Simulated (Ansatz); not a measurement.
All numbers below come from DFT PBE, scalar-relativistic, plane waves, PAW (Ansatz).

Plane waves to 420 eV, a k mesh through Γ of 10×10×10 on the computed 2-atom cell and Gaussian smearing (0.05 eV); no spin polarisation.

```xyz
2
Lattice="0.0000 3.1565 3.1565 3.1565 0.0000 3.1565 3.1565 3.1565 0.0000" Properties=species:S:1:pos:R:3 pbc="T T T"
Sn    0.0000    0.1500    0.0000
Te    3.1565    3.1565    3.1565
```

**Question.** Is this geometry at equilibrium? Which atom feels the largest force?

**Answer.** It isn't. Atom 2 (Te) feels (0.00, 0.10, 0.00) eV/Å, 0.098 eV/Å in size, and symmetry-related atoms feel the same size.

**Question.** Give all forces and the stress.

**Answer.**
| atom | Fx | Fy | Fz |
| --- | --- | --- | --- |
| Sn1 | 0.000 | -0.098 | 0.000 |
| Te2 | 0.000 | 0.098 | 0.000 |
Stress (GPa, compression positive):
```
2.10 0.00 0.00
0.00 2.79 0.00
0.00 0.00 2.10
```